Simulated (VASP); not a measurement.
# Cr: single point with PBE

The system is Cr.

```
Cr
1.0
     0.00000    1.98720    1.84000
     1.98720    0.00000    1.84000
     1.98720    1.98720    0.00000
Cr
1
Direct
  0.00000 0.00000 0.00000
```

The cell isn't the ideal one: strain +0.080 along x and y, +0.000 along z, atoms carried along.

```json
{
  "Program": "VASP 6.6.1",
  "Task": "single point",
  "Functional": "PBE",
  "Potentials or basis": "VASP PAW PBE potentials, release 64 (Cr_pv)",
  "Cutoff": "520 eV",
  "k mesh": "22 × 22 × 22",
  "Occupations": "gaussian, width 0.15 eV",
  "Spin": "no spin polarisation"
}
```

```yaml
Pressure: -31.8 GPa
Band_gap_on_the_k_mesh: none (metal or under the smearing width)
```

Stress tensor (GPa, compression positive):
```
-27.16   0.00   0.00
  0.00 -27.16   0.00
  0.00   0.00 -41.03
```

Levels at points of the mesh, in eV from the Fermi level:
```csv
k point,band 4,band 5,band 6,band 7,band 8,band 9
"(0.00, 0.00, 0.00)",-6.83,-0.53,-0.53,-0.03,0.62,1.17
"(0.50, 0.00, 0.00)",-3.23,-0.75,-0.15,0.50,1.69,1.93
"(0.50, 0.50, 0.00)",-3.15,-2.60,1.78,2.06,2.06,3.97
"(0.50, 0.00, 0.50)",-3.22,-2.45,1.77,1.85,2.19,2.36
```

It took 64 s on 1 thread of Intel(R) Xeon(R) 6975P-C (Granite Rapids) (shared host), peak memory 0.25 GiB.

Caveat: the cell as given lies far from equilibrium; so large a pressure means that the cell lies far from this level's equilibrium, or that cutoff or potentials fall short; the run has no spin polarisation, though such a crystal can be magnetic. Spin polarisation is off, so any magnetic state and its effect on volume and gap are missing.
